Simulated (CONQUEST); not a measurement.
# ZnS (F-43m) in CONQUEST: further runs

One crystal, ZnS, is run at these levels: LDA; tasks: equation of state.

All numbers are computed with CONQUEST 1.3; they aren't measurements. Logs are shortened: lines on timing, memory, paths and dates and some standing lists are left out, and cuts for length are marked.

**What was measured.**

“Electronic, vibrational, and thermodynamic properties of ZnS (zincblende and rocksalt structure)”, 2009, arxiv:0911.5022 quotes, for a bulk crystal of ZnS: bulk modulus 76.9 GPa.

The results are compared with them further down.

### 1 Starting point

Symmetry: F-43m, No. 216, cubic system. The conventional cell has a = 5.404 Å, b = 5.404 Å, c = 5.404 Å, α = 90.00°, β = 90.00°, γ = 90.00°. Zn (site symmetry -43m) has 4 S at 2.34 Å as nearest neighbours. S (site symmetry -43m) has 4 Zn at 2.34 Å as nearest neighbours.

### 2 Equation of state, LDA, 18.54 Å³/atom (volume scaled by 0.94)

Contents of Conquest_input:

```
IO.Title ZnS
IO.Coordinates coords.dat
IO.FractionalAtomicCoords T
IO.Iprint 2
IO.Iprint_init 1
General.NumberOfSpecies 2
General.PseudopotentialType hamann
AtomMove.TypeOfRun static
AtomMove.FullStress T
Grid.PointsAlongX 36
Grid.PointsAlongY 36
Grid.PointsAlongZ 60
DM.SolutionMethod diagon
Diag.MPMesh T
Diag.GammaCentred T
Diag.MPMeshX 7
Diag.MPMeshY 7
Diag.MPMeshZ 5
Diag.kT 0.00183747
minE.SCTolerance 1e-6
SC.MaxIters 100
IO.AtomChargeOutput T
%block ChemicalSpeciesLabel
1 65.390 Zn
2 32.070 S
%endblock
```

Contents of coords.dat:

```
    7.0736216611     0.0000000000     0.0000000000
    0.0000000000     7.0736216611     0.0000000000
    0.0000000000     0.0000000000    10.0036116870
4
  0.0000000000   0.5000000000   0.2500000000 1 T T T
  0.5000000000   0.0000000000   0.7500000000 1 T T T
  0.0000000000   0.0000000000   0.0000000000 2 T T T
  0.5000000000   0.5000000000   0.5000000000 2 T T T
```

Potentials or basis: PseudoDojo NC LDA, DZP, grid of 36 × 36 × 60 points.

Run with:

```
> Conquest
```

What it wrote:

```text
Simulation cell dimensions:     7.0736 a0 x     7.0736 a0 x    10.0036 a0

      Atomic coordinates (a0)
         Atom         X         Y         Z  Species
            1    0.0000    3.5368    2.5009        1
            2    3.5368    0.0000    7.5027        1
            3    0.0000    0.0000    0.0000        2
            4    3.5368    3.5368    5.0018        2

         Monkhorst-Pack mesh:   7 x   7 x   5 gamma-centred
        This calculation includes non-local pseudopotentials,
         with a maximum core radius of      6.17873674

    Job title: ZnS
    Job to be run: static calculation

[... 5 lines left out ...]
      Using Fermi-Dirac smearing

    Integration grid size:     36 x   36 x   60

    Integration grid spacing:  0.196 a0 x 0.196 a0 x 0.167 a0

    Number of species:  2
    --------------------------------------------------------
    |   #  mass (au)  Charge (e)  SF Rad (a0)  NSF  Label  |
    --------------------------------------------------------
    |   1     65.390      20.000        6.484   19  Zn     |
    |   2     32.070       6.000        6.288   13  S      |
    --------------------------------------------------------
          SCF tolerance:                 0.00000100
          SCF iterations:               100

    LibXC version:  6. 2. 2
    Using the LDA functional Slater exchange
    Using the LDA functional Perdew & Wang

           radial cut-off to be used is taken to be max PAO cut-off radius for this species:    6.178737

           greatest ang. mom. for making density from PAOs:  2

           radial cut-off to be used is taken to be max PAO cut-off radius for this species:    6.083497

           greatest ang. mom. for making density from PAOs:  2
    Minimum blocs/proc is     1215. Maximum blocs/proc is     1215
    set_atom_dens: In set_atomic_density, electrons :      52.000000000000
 matrix_size & matrix_size_padH =           64          64

    Screened ion int: energy:    -376.707286001111 Ha

    new_SC_potl: Starting.  Tolerance:  0.10000E-05

    PulayMixSC: Starting Pulay mixing, A_up =  0.500 A_dn =  0.500
    PulayMixSC: Spin non-polarised calculation.
          Harris-Foulkes Energy            :      -440.065463758176122 Ha
          (TS=0 as O(N) or entropic contribution is negligible)
          DFT Total Energy                 :      -439.981138997941457 Ha
          Total number of electrons        :        52.000000000001009
    PulayMixSC: Pulay iteration     1 residual:              0.22307E-02
          Harris-Foulkes Energy            :      -440.029944009469205 Ha
          (TS=0 as O(N) or entropic contribution is negligible)
          DFT Total Energy                 :      -440.027152126520775 Ha
          Total number of electrons        :        52.000013920107364
    PulayMixSC: Pulay iteration     2 residual:              0.86201E-03
          Harris-Foulkes Energy            :      -440.028604626269328 Ha
          (TS=0 as O(N) or entropic contribution is negligible)
          DFT Total Energy                 :      -440.028427489628484 Ha
          Total number of electrons        :        52.000020211599903
    PulayMixSC: Pulay iteration     3 residual:              0.39950E-03
          Harris-Foulkes Energy            :      -440.028434539302793 Ha
          (TS=0 as O(N) or entropic contribution is negligible)
          DFT Total Energy                 :      -440.028434132338305 Ha
          Total number of electrons        :        52.000028539819795
    PulayMixSC: Pulay iteration     4 residual:              0.99244E-05
          Harris-Foulkes Energy            :      -440.028434297885269 Ha
          (TS=0 as O(N) or entropic contribution is negligible)
          DFT Total Energy                 :      -440.028434247253529 Ha
          Total number of electrons        :        52.000028562109243
    PulayMixSC: Pulay iteration     5 residual:              0.39594E-05
          Harris-Foulkes Energy            :      -440.028434255291018 Ha
          (TS=0 as O(N) or entropic contribution is negligible)
          DFT Total Energy                 :      -440.028434254773060 Ha
          Total number of electrons        :        52.000028590686370
    PulayMixSC: Pulay iteration     6 residual:              0.34222E-06
    PulayMixSC: Reached SCF tolerance of  0.34222E-06 after      6 iterations
      | Number of electrons      =        52.000029
      |* band energy as 2Tr[K.H] =       -71.601747296799317 Ha
      |  screened ion-ion energy =      -376.707286001111072 Ha
      |  Ha correction           =         2.601744963421594 Ha
      |  XC correction           =         5.678858035569372 Ha
      |* Harris-Foulkes energy   =      -440.028434255291018 Ha
      |* DFT total energy        =      -440.028434254773060 Ha
      |  estimated accuracy      =        -0.000000000517957 Ha

    force: Forces on atoms (Ha/a0)
    force:  Atom   X              Y              Z
    force:     1  -0.0000000000  -0.0000000000   0.0000000000
    force:     2  -0.0000000000   0.0000000000  -0.0000000000
    force:     3  -0.0000000000  -0.0000000000  -0.0000000000
    force:     4   0.0000000000   0.0000000000   0.0000000000

    force: Maximum force :        0.00000000(Ha/a0) on atom         1 in z direction
    force: Force Residual:        0.00000000 Ha/a0
    force: Total stress:         -2.70662634     0.00000000     0.00000000 GPa
                             0.00000000    -2.70662634     0.00000000
                             0.00000000     0.00000000    -2.77217150
    force: Average pressure:      2.72847473 GPa

    force: Finished force
    get_E_and_F: Change in energy during last step of electronic optimisation:  0.42594E-07

    BIBLIOGRAPHY: Please consider citing the following references in the conquest.bib file

    CONQUEST:         Bowler2002pt, Miyazaki2004, Nakata2020
    Basis:            Bowler2019
    DM:               Bowler:2006xr
    Pseudopotentials: Hamann2013, Bowler2019
    XC references from LibXC:
      P. A. M. Dirac.,  Math. Proc. Cambridge Philos. Soc. 26, 376 (1930)
```

Run time: 46 s. Hardware: 1 thread of Intel Xeon Platinum 8259CL at 2.50GHz (Skylake/Cascade Lake), shared host; peak memory 0.47 GiB.

What came out:

| Item | Value |
| --- | --- |
| Free energy | -11973.7837 eV |
| Pressure | 2.7 GPa |
| Band gap on the k mesh | 2.47 eV |
| Mulliken charges | Zn +0.14; S -0.14 e |

Caveat: Mulliken charges move with the basis; an odd mesh through Γ misses points on the zone boundary, where band edges often lie; the basis of atomic orbitals isn't converged, which shifts pressures, moduli and gaps.

### 3 Equation of state, LDA, 18.94 Å³/atom (volume scaled by 0.96)

Conquest_input is that of step 2.

Contents of coords.dat:

```
    7.1234375395     0.0000000000     0.0000000000
    0.0000000000     7.1234375395     0.0000000000
    0.0000000000     0.0000000000    10.0740619778
4
  0.0000000000   0.5000000000   0.2500000000 1 T T T
  0.5000000000   0.0000000000   0.7500000000 1 T T T
  0.0000000000   0.0000000000   0.0000000000 2 T T T
  0.5000000000   0.5000000000   0.5000000000 2 T T T
```

Potentials or basis: PseudoDojo NC LDA, DZP, grid of 36 × 36 × 60 points.

Run with:

```
> Conquest
```

It took 45 s on 1 thread of Intel Xeon Platinum 8259CL at 2.50GHz (Skylake/Cascade Lake), shared host; peak memory 0.47 GiB.

The run converged. Its results:

- Free energy: -11973.8031 eV
- Pressure: 1.2 GPa
- Band gap on the k mesh: 2.34 eV
- Mulliken charges: Zn +0.15; S -0.15 e

Caveat: Mulliken charges move with the basis; an odd mesh through Γ misses points on the zone boundary, where band edges often lie; the basis of atomic orbitals isn't converged, which shifts pressures, moduli and gaps.

### 4 Equation of state, LDA, 19.33 Å³/atom (volume scaled by 0.98)

Conquest_input is that of step 3.

Contents of coords.dat:

```
    7.1725662474     0.0000000000     0.0000000000
    0.0000000000     7.1725662474     0.0000000000
    0.0000000000     0.0000000000    10.1435404628
4
  0.0000000000   0.5000000000   0.2500000000 1 T T T
  0.5000000000   0.0000000000   0.7500000000 1 T T T
  0.0000000000   0.0000000000   0.0000000000 2 T T T
  0.5000000000   0.5000000000   0.5000000000 2 T T T
```

Run with:

```
> Conquest
```

Wall time 45 s (1 thread of Intel Xeon Platinum 8259CL at 2.50GHz (Skylake/Cascade Lake), shared host); peak memory 0.47 GiB.

The run converged. Its results:

```
Free energy            : -11973.8058 eV
Pressure               : -0.7 GPa
Band gap on the k mesh : 2.23 eV
Mulliken charges       : Zn +0.17; S -0.17 e
```

Caveat: Mulliken charges move with the basis; an odd mesh through Γ misses points on the zone boundary, where band edges often lie; the basis of atomic orbitals isn't converged, which shifts pressures, moduli and gaps.

### 5 Equation of state, LDA, 19.73 Å³/atom

Conquest_input is that of step 4.

Contents of coords.dat:

```
    7.2210310030     0.0000000000     0.0000000000
    0.0000000000     7.2210310030     0.0000000000
    0.0000000000     0.0000000000    10.2120799775
4
  0.0000000000   0.5000000000   0.2500000000 1 T T T
  0.5000000000   0.0000000000   0.7500000000 1 T T T
  0.0000000000   0.0000000000   0.0000000000 2 T T T
  0.5000000000   0.5000000000   0.5000000000 2 T T T
```

Run with:

```
> Conquest
```

It took 44 s on 1 thread of Intel Xeon Platinum 8259CL at 2.50GHz (Skylake/Cascade Lake), shared host; peak memory 0.45 GiB.

It converged, with:

| Quantity | Value |
| --- | --- |
| Free energy | -11973.7919 eV |
| Pressure | -2.0 GPa |
| Band gap on the k mesh | 2.11 eV |
| Mulliken charges | Zn +0.18; S -0.18 e |

Caveat: Mulliken charges move with the basis; an odd mesh through Γ misses points on the zone boundary, where band edges often lie; the basis of atomic orbitals isn't converged, which shifts pressures, moduli and gaps.

### 6 Equation of state, LDA, 20.12 Å³/atom (volume scaled by 1.02)

Conquest_input is that of step 5.

Contents of coords.dat:

```
    7.2688537941     0.0000000000     0.0000000000
    0.0000000000     7.2688537941     0.0000000000
    0.0000000000     0.0000000000    10.2797116172
4
  0.0000000000   0.5000000000   0.2500000000 1 T T T
  0.5000000000   0.0000000000   0.7500000000 1 T T T
  0.0000000000   0.0000000000   0.0000000000 2 T T T
  0.5000000000   0.5000000000   0.5000000000 2 T T T
```

Potentials or basis: PseudoDojo NC LDA, DZP, grid of 36 × 36 × 60 points.

Run with:

```
> Conquest
```

It took 44 s on 1 thread of Intel Xeon Platinum 8259CL at 2.50GHz (Skylake/Cascade Lake), shared host; peak memory 0.45 GiB.

Results (log left out):

```
Free energy            : -11973.7654 eV
Pressure               : -3.4 GPa
Band gap on the k mesh : 2.01 eV
Mulliken charges       : Zn +0.19; S -0.19 e
```

Caveat: Mulliken charges move with the basis; an odd mesh through Γ misses points on the zone boundary, where band edges often lie; the basis of atomic orbitals isn't converged, which shifts pressures, moduli and gaps.

### 7 Equation of state, LDA, 20.52 Å³/atom (volume scaled by 1.04)

Conquest_input is that of step 6.

Contents of coords.dat:

```
    7.3160554660     0.0000000000     0.0000000000
    0.0000000000     7.3160554660     0.0000000000
    0.0000000000     0.0000000000    10.3464648617
4
  0.0000000000   0.5000000000   0.2500000000 1 T T T
  0.5000000000   0.0000000000   0.7500000000 1 T T T
  0.0000000000   0.0000000000   0.0000000000 2 T T T
  0.5000000000   0.5000000000   0.5000000000 2 T T T
```

Run with:

```
> Conquest
```

It took 43 s on 1 thread of Intel Xeon Platinum 8259CL at 2.50GHz (Skylake/Cascade Lake), shared host; peak memory 0.44 GiB.

Results (log left out):

- Free energy: -11973.7255 eV
- Pressure: -4.7 GPa
- Band gap on the k mesh: 1.90 eV
- Mulliken charges: Zn +0.20; S -0.20 e

Caveat: Mulliken charges move with the basis; an odd mesh through Γ misses points on the zone boundary, where band edges often lie; the basis of atomic orbitals isn't converged, which shifts pressures, moduli and gaps.

### 8 Equation of state, LDA, 20.91 Å³/atom (volume scaled by 1.06)

Conquest_input is that of step 7.

Contents of coords.dat:

```
    7.3626558017     0.0000000000     0.0000000000
    0.0000000000     7.3626558017     0.0000000000
    0.0000000000     0.0000000000    10.4123676887
4
  0.0000000000   0.5000000000   0.2500000000 1 T T T
  0.5000000000   0.0000000000   0.7500000000 1 T T T
  0.0000000000   0.0000000000   0.0000000000 2 T T T
  0.5000000000   0.5000000000   0.5000000000 2 T T T
```

Run with:

```
> Conquest
```

Wall time 44 s (1 thread of Intel Xeon Platinum 8259CL at 2.50GHz (Skylake/Cascade Lake), shared host); peak memory 0.43 GiB.

The run converged. Its results:

| Item | Value |
| --- | --- |
| Free energy | -11973.6748 eV |
| Pressure | -5.7 GPa |
| Band gap on the k mesh | 1.81 eV |
| Mulliken charges | Zn +0.21; S -0.21 e |

Caveat: Mulliken charges move with the basis; an odd mesh through Γ misses points on the zone boundary, where band edges often lie; the basis of atomic orbitals isn't converged, which shifts pressures, moduli and gaps.

### 9 Equation of state, LDA

Potentials or basis: PseudoDojo NC LDA, DZP, grid of 36 × 36 × 60 points.

No new run: the results of the series are fitted here.

Results:

| Item | Value |
| --- | --- |
| Equilibrium volume | 19.19 Å³/atom |
| Bulk modulus | 79 GPa |
| Pressure derivative of the bulk modulus | 4.3 |

Energy against volume, from the lowest point:
```csv
volume (Å³/atom),energy (meV/atom)
18.543,5.52
18.938,0.67
19.332,0.00
19.727,3.46
20.121,10.10
20.516,20.07
20.910,32.74
```

Caveat: the DZP basis gives volumes some 2 % larger than converged bases do, and moduli off by several per cent; the basis of atomic orbitals isn't converged, which shifts pressures, moduli and gaps. LDA usually gives volumes a few per cent too small.

### 10 Against experiment

Step 9. Against the measured bulk modulus of ZnS, 76.9 GPa (quoted in “Electronic, vibrational, and thermodynamic properties of ZnS (zincblende and rocksalt structure)”, 2009, arxiv:0911.5022), the calculated 79 GPa is off by +3.3 %. The fit is for a static lattice scaled at fixed shape and fixed fractional positions.
